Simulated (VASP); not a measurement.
# CdS: convergence, relaxation of the cell

CdS, P1 (no. 1), 2 atoms in the cell. PBE, relaxation of the cell; PAW potentials Cd, S (PBE set). VASP 6.6.1.

Wanted: cell lengths a, b, c within 0.2 %; volume within 0.4 %.

The series start from Relaxations run in a row: 2; Cutoff ENCUT (eV): 400; Force threshold EDIFFG (eV/Å): -0.01; Relaxation method: conjugate gradient, POTIM 0.5; Precision mode: Accurate. Each series keeps the choices made before it, and each single choice may use up half of a tolerance. Times cover all steps of a run.

## Relaxations run in a row

| Relaxations run in a row | Cell lengths a, b, c, largest deviation against the largest value | Volume (Å³/atom) | Time (s) |
|---|---|---|---|
| 1 | 0.097 % | 20.76 | 74 |
| 2 | 0 % | 20.71 | 90 |
| 3 (reference) | 0 % | 20.71 | 102 |

Chosen: 2, the loosest value from which every tighter one stays within half of the tolerance.

## Cutoff ENCUT (eV)

| Cutoff ENCUT (eV) | Cell lengths a, b, c, largest deviation against the largest value | Volume (Å³/atom) | Time (s) |
|---|---|---|---|
| 250 | 2.1 % | 19.57 | 58 |
| 300 | 0.063 % | 20.82 | 41 |
| 350 | 0.19 % | 20.73 | 59 |
| 400 | 0.23 % | 20.71 | 90 |
| 450 | 0.077 % | 20.8 | 80 |
| 500 | 0.016 % | 20.85 | 91 |
| 550 (reference) | 0 % | 20.85 | 87 |

Chosen: 500.

## Force threshold EDIFFG (eV/Å)

| Force threshold EDIFFG (eV/Å) | Cell lengths a, b, c, largest deviation against the largest value | Volume (Å³/atom) | Time (s) |
|---|---|---|---|
| -0.05 | 0.23 % | 20.86 | 56 |
| -0.02 | 0.05 % | 20.84 | 99 |
| -0.01 | 0.0095 % | 20.85 | 91 |
| -0.005 | 0 % | 20.85 | 131 |
| -0.002 (reference) | 0 % | 20.85 | 128 |

Chosen: -0.02.

## Relaxation method

| Relaxation method | Cell lengths a, b, c, largest deviation against the largest value | Volume (Å³/atom) | Time (s) |
|---|---|---|---|
| conjugate gradient, POTIM 0.5 | 0 % | 20.84 | 99 |
| conjugate gradient, POTIM 0.2 | 0.031 % | 20.84 | 99 |
| conjugate gradient, POTIM 1.0 | 0.081 % | 20.87 | 116 |
| quasi-Newton, POTIM 0.5 | 0.023 % | 20.85 | 86 |
| quasi-Newton, POTIM 0.5, at least 5 electronic steps | 0.023 % | 20.85 | 74 |
| velocity quench, POTIM 0.1 | 0.093 % | 20.88 | 78 |

Chosen: quasi-Newton, POTIM 0.5, at least 5 electronic steps; it saves 25.0 s of 99, so conjugate gradient, POTIM 0.5 would do nearly as well.

## Precision mode

| Precision mode | Cell lengths a, b, c, largest deviation against the largest value | Volume (Å³/atom) | Time (s) |
|---|---|---|---|
| Accurate | 0 % | 20.85 | 74 |
| Normal | 0.00026 % | 20.85 | 36 |
| High | 0.011 % | 20.85 | 63 |

Chosen: Normal, the fastest of those that stay within half of the tolerance.

The choices weren't compared together with a run at all the tightest settings, so their joint error isn't shown.

## The input

INCAR.step1:
```
  ALGO = Normal
  EDIFF = 1E-7
  EDIFFG = -0.02
  ENCUT = 500
  IBRION = 1
  ISIF = 3
  ISMEAR = 0
  KPAR = 4
  LASPH = T
  LCHARG = F
  LREAL = F
  LWAVE = F
  NELM = 100
  NELMIN = 5
  NSW = 60
  POTIM = 0.5
  PREC = Normal
  SIGMA = 0.05
```

INCAR.step3, as INCAR.step1 but for:
```
- EDIFFG = -0.02
- IBRION = 1
- ISIF = 3
- NELMIN = 5
- NSW = 60
- POTIM = 0.5
+ ISIF = 2
+ NSW = 0
```

KPOINTS:
```
k-points
0
Gamma
  6 6 6
```

POSCAR.step1:
```
CdS
1.0
   -0.0115890000      2.8550480000      2.8368310000
    2.8154060000      0.0091960000      2.8160460000
    2.8107740000      2.8296310000      0.0138280000
Cd S
1 1
Direct
   -0.0058140000      0.0050850000      0.0052870000
    0.5058140000      0.4949150000      0.4947130000
```

POSCAR.step3:
```
CdS
1.0
    0.0005217488      2.7523296673      2.7531211183
    2.7494657665     -0.0004248557      2.7541119785
    2.7497409129      2.7535838663     -0.0007234136
Cd S
1 1
Direct
    0.0001005206      0.9999291333      0.9999221167
    0.4998994794      0.5000708667      0.5000778833
```

Commands (each step's output is kept before the next begins):
```
cat potpaw_PBE.64/Cd/POTCAR potpaw_PBE.64/S/POTCAR > POTCAR
cp INCAR.step1 INCAR
cp POSCAR.step1 POSCAR
mpirun -np 4 vasp_std > vasp.out
cp CONTCAR POSCAR
mpirun -np 4 vasp_std > vasp.out
cp CONTCAR POSCAR
cp INCAR.step3 INCAR
cp POSCAR.step3 POSCAR
mpirun -np 4 vasp_std > vasp.out
```

Limits: the start was distorted on purpose (volume up by 6 %, random strain, atoms moved at random), so the space group given is the start's and not the crystal's.

The chosen input took VASP 6.6.1 36 s on 4 cores (Intel Xeon Platinum 8488C (Sapphire Rapids)), a shared host.

## An input that fails: cell relaxed at a low cutoff

It runs to its end, but against the unchanged starting input it is off by 1.9 % in the cell lengths a, b, c, 5.5 % in the volume.

Changes against the starting input:
```
(all steps)
- PREC = Accurate
- ENCUT = 400
+ PREC = Low
+ ENCUT = 250
(POSCAR.step3)
-    0.0000395815      2.7474464588      2.7468365253
-    2.7440416896     -0.0001001180      2.7470373646
-    2.7441157445      2.7477327595     -0.0002006095
+   -0.0014677347      2.7000238807      2.6980315393
+    2.6932834969      0.0027762439      2.6938121175
+    2.6924978102      2.6950434611      0.0035584813
-    0.9996929188      0.0003039809      0.0003002078
-    0.5003070812      0.4996960191      0.4996997922
+    0.9997213359      0.0002396658      0.0002409026
+    0.5002786641      0.4997603342      0.4997590974
```
